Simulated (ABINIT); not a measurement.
# AlN (P6_3mc) in ABINIT: notebook

Runs on AlN. Level: PBE. Tasks: relaxation of cell and atoms.

Program: ABINIT 10.8.3 (patched build). These are calculated values, not measurements. Logs are shortened: lines on timing, memory, paths and dates and some standing lists are left out, and cuts for length are marked. The log counts tension as positive stress, the text compression.

## 1. Starting point

Symmetry: P6_3mc, No. 186, hexagonal system. The conventional cell has a = 3.113 Å, b = 3.113 Å, c = 4.981 Å, α = 90.00°, β = 90.00°, γ = 120.00°. Al (site symmetry 3m) has 4 N at 1.89 Å as nearest neighbours. Around N (site symmetry 3m) lie 4 Al at 1.89 Å.

## 2. Relaxation of cell and atoms, PBE, target pressure 5 GPa, at which the enthalpy is minimised

Contents of run.abi:

```
# Pseudopotentials
pp_dirpath "./"
pseudos "Al.GGA_PBE-JTH.xml, N.GGA_PBE-JTH.xml"

# Structure
acell 3*1.0 Angstrom
rprim
     3.1130000000     0.0000000000     0.0000000000
    -1.5565000000     2.6959370820     0.0000000000
     0.0000000000     0.0000000000     4.9810000000
ntypat 2
znucl 13 7
natom 4
typat 1 1 2 2
xred
     0.6666666667     0.3333333333     0.5000000000
     0.3333333333     0.6666666667     0.0000000000
     0.6666666667     0.3333333333     0.8800000000
     0.3333333333     0.6666666667     0.3800000000
chkprim 0
chksymtnons 0
tolsym 1.0e-6

# Plane-wave basis
ecut 26.0
pawecutdg 48.0
pawxcdev 0

# k points
kptopt 1
ngkpt 10 10 6
nshiftk 1
shiftk 0.0 0.0 0.0

# Exchange and correlation
ixc 11

# Bands and occupations
nband 12
occopt 3
tsmear 0.05 eV

# SCF cycle
nstep 100
tolvrs 1.0e-9

# Output
iomode 3
prtwf 0
prtden 0
prteig 0
prtebands 0
enunit 2

# Relaxation
ionmov 2
ntime 60
tolmxf 5.0e-5
optcell 2
dilatmx 1.08
ecutsm 0.5
strtarget 3*-1.699465e-04 3*0.0
```

Potentials or basis: JTH PAW PBE v2.0.

Launch:

```sh
$ abinit run.abi > log 2>&1
```

run.abo:

```text
.Version 10.8.3 of ABINIT
 Symmetries : space group P6_3 m c (#186); Bravais hP (primitive hexag.)
================================================================================
 Values of the parameters that define the memory need of the present run
     intxc =       0    ionmov =       2      iscf =      17    lmnmax =       8
     lnmax =       4     mgfft =      48  mpssoang =       2    mqgrid =    3171
     natom =       4  nloc_mem =       2    nspden =       1   nspinor =       1
    nsppol =       1      nsym =      12    n1xccc =       1    ntypat =       2
    occopt =       3   xclevel =       2
       mpw =        2267          nfft =       43200          nkpt =          56
 PAW method is used; the additional fine FFT grid is defined by:
   mgfftf=        64    nfftf =    102400
================================================================================
================================================================================

--------------------------------------------------------------------------------
------------- Echo of variables that govern the present computation ------------
--------------------------------------------------------------------------------
 -outvars: echo values of preprocessed input variables --------
            acell      1.8897261259E+00  1.8897261259E+00  1.8897261259E+00 Bohr
              amu      2.69815390E+01  1.40067400E+01
          chkprim           0
      chksymtnons           0
          dilatmx      1.08000000E+00
             ecut      2.60000000E+01 Hartree
           ecutsm      5.00000000E-01 Hartree
           enunit           2
           ionmov           2
                       outvar_i_n : Printing only first  50 k-points.
              ixc          11
                       outvar_i_n : Printing only first  50 k-points.
         kptrlatt       10    0    0      0   10    0      0    0    6
          kptrlen      5.64763550E+01
            natom           4
            nband          12
            ngfft          30      30      48
          ngfftdg          40      40      64
             nkpt          56
            nstep         100
             nsym          12
            ntime          60
           ntypat           2
                       prtocc : prtvol=0, do not print more k-points.
           occopt           3
          optcell           2
        pawecutdg      4.80000000E+01 Hartree
         pawxcdev           0
           prtden           0
        prtebands           0
           prteig           0
            prtwf           0
            rprim      3.1130000000E+00  0.0000000000E+00  0.0000000000E+00
                      -1.5565000000E+00  2.6959370820E+00  0.0000000000E+00
                       0.0000000000E+00  0.0000000000E+00  4.9810000000E+00
          spgroup         186
        strtarget     -1.69946500E-04 -1.69946500E-04 -1.69946500E-04
                       0.00000000E+00  0.00000000E+00  0.00000000E+00
           tolsym      1.00000000E-06
           tolvrs      1.00000000E-09
           tsmear      1.83746611E-03 Hartree
            typat      1  1  2  2
           useylm           1
                       outvars : Printing only first  50 k-points.
           xangst      1.5565000000E+00  8.9864569400E-01  2.4905000000E+00
                       2.0731891839E-17  1.7972913880E+00  0.0000000000E+00
                       1.5565000000E+00  8.9864569400E-01  4.3832800000E+00
                       2.0731891839E-17  1.7972913880E+00  1.8927800000E+00
            xcart      2.9413587150E+00  1.6981942459E+00  4.7063629166E+00
                       3.9177597648E-17  3.3963884918E+00  0.0000000000E+00
                       2.9413587150E+00  1.6981942459E+00  8.2831987332E+00
                       3.9177597648E-17  3.3963884918E+00  3.5768358166E+00
             xred      6.6666666667E-01  3.3333333333E-01  5.0000000000E-01
                       3.3333333333E-01  6.6666666667E-01  0.0000000000E+00
                       6.6666666667E-01  3.3333333333E-01  8.8000000000E-01
                       3.3333333333E-01  6.6666666667E-01  3.8000000000E-01
            znucl       13.00000    7.00000

================================================================================

 chkinp: Checking input parameters for consistency.

================================================================================
== DATASET  1 ==================================================================

--- !DatasetInfo
iteration_state: {dtset: 1, }
dimensions: {natom: 4, nkpt: 56, mband: 12, nsppol: 1, nspinor: 1, nspden: 1, mpw: 2267, }
cutoff_energies: {ecut:  26.0, pawecutdg:  48.0, }
[... 822 lines left out ...]
           Absolute (Ha)= 2.77952E-06
           Relative     = 1.13584E-07

 At Broyd/MD step   7, gradients are converged :
  max grad (force/stress) = 3.8111E-05 < tolmxf= 5.0000E-05 ha/bohr (free atoms)

[... 20 lines left out ...]
    4     -0.00000000000000     1.79500964139921     1.89595309668691

 cartesian forces (hartree/bohr) at end:
    1     -0.00000000000000    -0.00000000000000     0.00000851105634
    2     -0.00000000000000     0.00000000000000     0.00000851105634
    3     -0.00000000000000    -0.00000000000000    -0.00000851105634
    4      0.00000000000000     0.00000000000000    -0.00000851105634
 frms,max,avg= 4.9138607E-06 8.5110563E-06   0.000E+00  0.000E+00 -1.526E-05 h/b

 cartesian forces (eV/Angstrom) at end:
    1     -0.00000000000000    -0.00000000000000     0.00043765611360
    2     -0.00000000000000     0.00000000000000     0.00043765611360
    3     -0.00000000000000    -0.00000000000000    -0.00043765611360
    4      0.00000000000000     0.00000000000000    -0.00043765611360
 frms,max,avg= 2.5268088E-04 4.3765611E-04   0.000E+00  0.000E+00 -7.846E-04 e/A
 length scales=  5.875249041359  5.875249041390  9.404565491414 bohr
              =  3.109047898957  3.109047898974  4.976681733125 angstroms
 Fermi (or HOMO) energy (hartree) =   0.32794   Average Vxc (hartree)=  -0.39261
 Eigenvalues (hartree) for nkpt=  56  k points:
 kpt#   1, nband= 12, wtk=  0.00167, kpt=  0.0000  0.0000  0.0000 (reduced coord)
  -0.29134   -0.21206    0.04680    0.23588    0.23588    0.25989    0.25989    0.26807
   0.42264    0.51261    0.65846    0.67745
      occupation numbers for kpt#   1
   2.00000    2.00000    2.00000    2.00000    2.00000    2.00000    2.00000    2.00000
   0.00000    0.00000    0.00000    0.00000
 prteigrs : prtvol=0 or 1, do not print more k-points.

 Fermi (or HOMO) energy (eV) =   8.92367   Average Vxc (eV)= -10.68360
 Eigenvalues (   eV  ) for nkpt=  56  k points:
 kpt#   1, nband= 12, wtk=  0.00167, kpt=  0.0000  0.0000  0.0000 (reduced coord)
  -7.92767   -5.77054    1.27355    6.41861    6.41861    7.07201    7.07201    7.29455
  11.50061   13.94885   17.91772   18.43426
 prteigrs : prtvol=0 or 1, do not print more k-points.

--- !EnergyTerms
iteration_state     : {dtset: 1, itime: 7, icycle: 1, }
comment             : Components of total free energy in Hartree
kinetic             :  1.40348250094270E+01
hartree             :  5.72077961816508E+00
xc                  : -7.74771211903783E+00
Ewald energy        : -2.17682044896529E+01
psp_core            : -6.36077415283781E-02
local_psp           : -1.82869606949192E+01
PAW spherical_terms :  3.63994662569471E+00
internal            : -2.44709337918515E+01
'-kT*entropy'       :  1.25327081198538E-15
total_energy        : -2.44709337918515E+01
total_energy_eV     : -6.65888031209899E+02
...

--- !EnergyTermsDC
iteration_state     : {dtset: 1, itime: 7, icycle: 1, }
comment             : '"Double-counting" decomposition of free energy'
band_energy         :  1.18972411825882E+00
Ewald energy        : -2.17682044896529E+01
psp_core            : -6.36077415283781E-02
xc_dc               : -4.62535646329394E+00
PAW spherical_terms :  7.96507066015761E-01
internal            : -2.44709375102006E+01
'-kT*entropy'       :  1.25327081198538E-15
total_energy_dc     : -2.44709375102006E+01
total_energy_dc_eV  : -6.65888132391333E+02
...

--- !EnergyTermsWithPAWCore
iteration_state     : {dtset: 1, itime: 7, icycle: 1, }
comment             : 'Components of total free energy, including PAW core contributions'
Total energy        : -5.95367288830485E+02
Total energy DC     : -5.95367292548834E+02
Total energy (eV)   : -1.62007692545889E+04
Total energy DC (eV): -1.62007693557703E+04
...

 rms coord change=  5.5848E-04   atom, delta coord (reduced):
     1        0.000000000000      0.000000000000     -0.000967318860
     2        0.000000000000      0.000000000000     -0.000967318860
     3        0.000000000000      0.000000000000      0.000967318860
     4        0.000000000000      0.000000000000      0.000967318860

 Cartesian components of stress tensor (hartree/bohr^3)
  sigma(1 1)= -1.69708916E-04  sigma(3 2)=  0.00000000E+00
  sigma(2 2)= -1.69708916E-04  sigma(3 1)=  0.00000000E+00
  sigma(3 3)= -1.69565392E-04  sigma(2 1)=  0.00000000E+00

-Cartesian components of stress tensor (GPa)         [Pressure=  4.9916E+00 GPa]
- sigma(1 1)= -4.99300869E+00  sigma(3 2)=  0.00000000E+00
- sigma(2 2)= -4.99300869E+00  sigma(3 1)=  0.00000000E+00
- sigma(3 3)= -4.98878608E+00  sigma(2 1)=  0.00000000E+00

== END DATASET(S) ==============================================================
================================================================================

 -outvars: echo values of variables after computation  --------
            acell      5.8752490414E+00  5.8752490414E+00  9.4045654914E+00 Bohr
           etotal     -2.4470937510E+01
            fcart     -0.0000000000E+00 -1.9845109120E-29  8.5110563380E-06
                      -0.0000000000E+00  6.6150363732E-30  8.5110563380E-06
                      -1.8332126548E-28 -9.9225545598E-29 -8.5110563380E-06
                       1.8332126548E-28  1.1245561834E-28 -8.5110563380E-06
            rprim      1.0000000000E+00  0.0000000000E+00  0.0000000000E+00
                      -5.0000000000E-01  8.6602540379E-01  0.0000000000E+00
                       0.0000000000E+00  0.0000000000E+00  1.0000000000E+00
           strten     -1.6970891603E-04 -1.6970891603E-04 -1.6956539227E-04
                       0.0000000000E+00  0.0000000000E+00  0.0000000000E+00
           xangst      1.5545239495E+00  8.9750482070E-01  2.4835268285E+00
                      -1.8361961151E-17  1.7950096414E+00 -4.8140380994E-03
                       1.5545239495E+00  8.9750482070E-01  4.3842939632E+00
                      -1.8361961151E-17  1.7950096414E+00  1.8959530967E+00
             xred      6.6666666667E-01  3.3333333333E-01  4.9903268114E-01
                       3.3333333333E-01  6.6666666667E-01 -9.6731885974E-04
                       6.6666666667E-01  3.3333333333E-01  8.8096731886E-01
                       3.3333333333E-01  6.6666666667E-01  3.8096731886E-01
 Calculation completed.
```

Wall time 3.4 min (1 thread of Arm Neoverse V2, shared host); peak memory 0.14 GiB.

Results:

| Item | Value |
| --- | --- |
| Free energy | -665.8881 eV |
| Relaxed volume | 10.42 Å³/atom |
| Relaxed cell | a = 3.109 Å, b = 3.109 Å, c = 4.977 Å, α = 90.00°, β = 90.00°, γ = 120.00° |
| Space group after relaxing (to 0.05 Å) | P6_3mc (No. 186) |
| Energy change on relaxing (the enthalpy is what falls) | +0.7 meV/atom |
| Ionic steps | 7 |
| Pressure after relaxing | 5.0 GPa |
| Band gap on the k mesh | 4.21 eV, direct |
| Valence electrons inside the program's atomic spheres | Al 0.90; N 2.63 |

Step by step:
```tsv
step	energy change (eV)	largest force (eV/Å)	pressure (GPa)	volume (Å³)
1	0.0000	0.1308	4.30	41.80
2	0.0016	0.0745	4.75	41.71
3	0.0031	0.0243	5.06	41.65
4	0.0030	0.0154	5.06	41.65
5	0.0027	0.0040	4.98	41.66
6	0.0027	0.0027	4.98	41.66
7	0.0027	0.0004	4.99	41.66
```

Final structure:
```
Al N
1.0
     3.10905    0.00000    0.00000
    -1.55452    2.69251    0.00000
     0.00000    0.00000    4.97668
Al N
2 2
Direct
  0.66667 0.33333 0.49903
  0.33333 0.66667 0.99903
  0.66667 0.33333 0.88097
  0.33333 0.66667 0.38097
```

A k mesh can miss the band edges. As with any semilocal functional, this PBE gap is likely too small.

## 3. Relaxation of cell and atoms, PBE, target pressure 10 GPa, at which the enthalpy is minimised

run.abi: that of step 2 with these lines changed.

```diff
@@ -61,2 +61,2 @@
 ecutsm 0.5
-strtarget 3*-1.699465e-04 3*0.0
+strtarget 3*-3.398931e-04 3*0.0
```

Potentials or basis: JTH PAW PBE v2.0.

Launch:

```sh
$ abinit run.abi > log 2>&1
```

Run time: 3.4 min. Hardware: 1 thread of Arm Neoverse V2, shared host; peak memory 0.14 GiB.

It converged, with:

```
Free energy                                            : -665.8452 eV
Relaxed volume                                         : 10.18 Å³/atom
Relaxed cell                                           : a = 3.087 Å, b = 3.087 Å, c = 4.934 Å, α = 90.00°, β = 90.00°, γ = 120.00°
Space group after relaxing (to 0.05 Å)                 : P6_3mc (No. 186)
Energy change on relaxing (the enthalpy is what falls) : +11.4 meV/atom
Ionic steps                                            : 7
Pressure after relaxing                                : 10.0 GPa
Band gap on the k mesh                                 : 4.39 eV, direct
Valence electrons inside the program's atomic spheres  : Al 0.93; N 2.64
```

The path:
```tsv
step	energy change (eV)	largest force (eV/Å)	pressure (GPa)	volume (Å³)
1	0.0000	0.1308	4.30	41.80
2	0.0268	0.0820	8.12	41.08
3	0.0464	0.0437	10.09	40.73
4	0.0461	0.0362	10.07	40.73
5	0.0454	0.0037	9.99	40.73
6	0.0455	0.0020	9.99	40.73
7	0.0456	0.0001	10.00	40.73
```

Final structure:
```xyz
4
Lattice="3.0874 0.0000 0.0000 -1.5437 2.6738 0.0000 0.0000 0.0000 4.9340" Properties=species:S:1:pos:R:3 pbc="T T T"
Al    1.5437    0.8913    2.4611
Al    0.0000    1.7825   -0.0059
N     1.5437    0.8913    4.3478
N     0.0000    1.7825    1.8808
```

Levels at points of the mesh, in eV from the valence-band top:
```tsv
k point	band 5	band 6	band 7	band 8	band 9	band 10	band 11	band 12
(0.00, 0.00, 0.00)	-0.91	-0.25	-0.25	0.00	4.39	6.82	10.81	11.27
(0.50, 0.00, 0.00)	-3.43	-2.16	-1.83	-0.72	5.85	5.86	8.36	10.44
(0.00, 0.00, 0.50)	-0.59	-0.59	-0.59	-0.59	6.65	6.65	10.50	10.50
(0.50, 0.00, 0.50)	-1.52	-1.52	-1.40	-1.40	5.37	5.37	9.37	9.37
```

## 4. Relaxation of cell and atoms, PBE, target pressure 20 GPa, at which the enthalpy is minimised

run.abi: that of step 3 with these lines changed.

```diff
@@ -61,2 +61,2 @@
 ecutsm 0.5
-strtarget 3*-3.398931e-04 3*0.0
+strtarget 3*-6.797862e-04 3*0.0
```

Launch:

```sh
$ abinit run.abi > log 2>&1
```

Run time: 4.3 min. Hardware: 1 thread of Arm Neoverse V2, shared host; peak memory 0.14 GiB.

Results (log left out):

| Item | Value |
| --- | --- |
| Free energy | -665.6973 eV |
| Relaxed volume | 9.78 Å³/atom |
| Relaxed cell | a = 3.050 Å, b = 3.050 Å, c = 4.856 Å, α = 90.00°, β = 90.00°, γ = 120.00° |
| Space group after relaxing (to 0.05 Å) | P6_3mc (No. 186) |
| Energy change on relaxing (the enthalpy is what falls) | +48.4 meV/atom |
| Ionic steps | 8 |
| Pressure after relaxing | 20.0 GPa |
| Band gap on the k mesh | 4.73 eV, direct |
| Valence electrons inside the program's atomic spheres | Al 0.96; N 2.65 |

The path:
| step | energy change (eV) | largest force (eV/Å) | pressure (GPa) | volume (Å³) |
| --- | --- | --- | --- | --- |
| 1 | 0.0000 | 0.1308 | 4.30 | 41.80 |
| 2 | 0.1179 | 0.1000 | 15.52 | 39.83 |
| 3 | 0.1984 | 0.0683 | 20.34 | 39.10 |
| 4 | 0.1936 | 0.0605 | 20.07 | 39.14 |
| 5 | 0.1866 | 0.0215 | 19.65 | 39.19 |
| 6 | 0.1898 | 0.0041 | 19.80 | 39.16 |
| 7 | 0.1931 | 0.0007 | 19.97 | 39.13 |
| 8 | 0.1936 | 0.0003 | 20.00 | 39.13 |

Final structure:
```cif
data_structure
_symmetry_space_group_name_H-M 'P 1'
_symmetry_Int_Tables_number 1
_cell_length_a 3.0502
_cell_length_b 3.0502
_cell_length_c 4.8564
_cell_angle_alpha 90.000
_cell_angle_beta 90.000
_cell_angle_gamma 120.000
_cell_volume 39.13
loop_
_atom_site_label
_atom_site_type_symbol
_atom_site_fract_x
_atom_site_fract_y
_atom_site_fract_z
_atom_site_occupancy
Al1 Al 0.66667 0.33333 0.49825 1
Al2 Al 0.33333 0.66667 0.99825 1
N1 N 0.66667 0.33333 0.88175 1
N2 N 0.33333 0.66667 0.38175 1
```

Levels at points of the mesh, in eV from the valence-band top:
```csv
k point,band 5,band 6,band 7,band 8,band 9,band 10,band 11,band 12
"(0.00, 0.00, 0.00)",-0.98,-0.30,-0.30,0.00,4.73,7.12,11.14,11.50
"(0.50, 0.00, 0.00)",-3.55,-2.27,-1.91,-0.77,5.93,5.95,8.68,10.70
"(0.00, 0.00, 0.50)",-0.65,-0.65,-0.65,-0.65,6.96,6.96,10.82,10.82
"(0.50, 0.00, 0.50)",-1.60,-1.60,-1.45,-1.45,5.49,5.49,9.59,9.59
```

A k mesh can miss the band edges. A hybrid or GW would open this gap; PBE tends to underestimate it.

## 5. Relaxation of cell and atoms, PBE, target pressure 30 GPa, at which the enthalpy is minimised

run.abi: that of step 4 with these lines changed.

```diff
@@ -61,2 +61,2 @@
 ecutsm 0.5
-strtarget 3*-6.797862e-04 3*0.0
+strtarget 3*-1.019679e-03 3*0.0
```

Launch:

```sh
$ abinit run.abi > log 2>&1
```

Wall time 4.6 min (1 thread of Arm Neoverse V2, shared host); peak memory 0.14 GiB.

Results (log left out):

```
Free energy                                            : -665.4880 eV
Relaxed volume                                         : 9.44 Å³/atom
Relaxed cell                                           : a = 3.019 Å, b = 3.019 Å, c = 4.785 Å, α = 90.00°, β = 90.00°, γ = 120.00°
Space group after relaxing (to 0.05 Å)                 : P6_3mc (No. 186)
Energy change on relaxing (the enthalpy is what falls) : +100.7 meV/atom
Ionic steps                                            : 9
Pressure after relaxing                                : 30.0 GPa
Band gap on the k mesh                                 : 5.01 eV, direct
Valence electrons inside the program's atomic spheres  : Al 1.01; N 2.66
```

Step by step:
```tsv
step	energy change (eV)	largest force (eV/Å)	pressure (GPa)	volume (Å³)
1	0.0000	0.1308	4.30	41.80
2	0.2675	0.1210	23.90	38.60
3	0.4147	0.0954	30.64	37.73
4	0.4022	0.0867	30.11	37.79
5	0.3864	0.0483	29.39	37.87
6	0.3903	0.0160	29.50	37.85
7	0.3998	0.0005	29.87	37.79
8	0.4025	0.0004	29.99	37.78
9	0.4028	0.0001	30.00	37.78
```

Final structure:
```xyz
4
Lattice="3.0192 0.0000 0.0000 -1.5096 2.6147 0.0000 0.0000 0.0000 4.7853" Properties=species:S:1:pos:R:3 pbc="T T T"
Al    1.5096    0.8716    2.3809
Al    0.0000    1.7431   -0.0117
N     1.5096    0.8716    4.2228
N     0.0000    1.7431    1.8302
```

Levels at points of the mesh, in eV from the valence-band top:
| k point | band 4 | band 5 | band 6 | band 7 | band 8 | band 9 | band 10 | band 11 | band 12 |
| --- | --- | --- | --- | --- | --- | --- | --- | --- | --- |
| (0.00, 0.00, 0.00) | -1.07 | -1.07 | -0.36 | -0.36 | 0.00 | 5.01 | 7.36 | 11.44 | 11.66 |
| (0.50, 0.00, 0.00) | -4.48 | -3.67 | -2.39 | -1.99 | -0.82 | 6.01 | 6.02 | 8.94 | 10.93 |
| (0.00, 0.00, 0.50) | -3.53 | -0.73 | -0.73 | -0.73 | -0.73 | 7.23 | 7.23 | 11.11 | 11.11 |
| (0.50, 0.00, 0.50) | -6.12 | -1.69 | -1.69 | -1.50 | -1.50 | 5.59 | 5.59 | 9.77 | 9.77 |

A k mesh can miss the band edges.

## 6. The runs side by side

| cell | gap on the mesh (eV) | pressure (GPa) |
| --- | --- | --- |
| relaxed to 5 GPa | 4.21 | 5.0 |
| relaxed to 10 GPa | 4.39 | 10.0 |
| relaxed to 20 GPa | 4.73 | 20.0 |
| relaxed to 30 GPa | 5.01 | 30.0 |

Alike in all rows: task relaxation of cell and atoms; level PBE; potentials or basis JTH PAW PBE v2.0; no spin polarisation; k mesh 10 × 10 × 6; cutoff (eV) 707; smearing fermi-dirac 0.05 eV.

Total energies depend on the potentials used, so only differences within one code and one set of settings carry meaning.
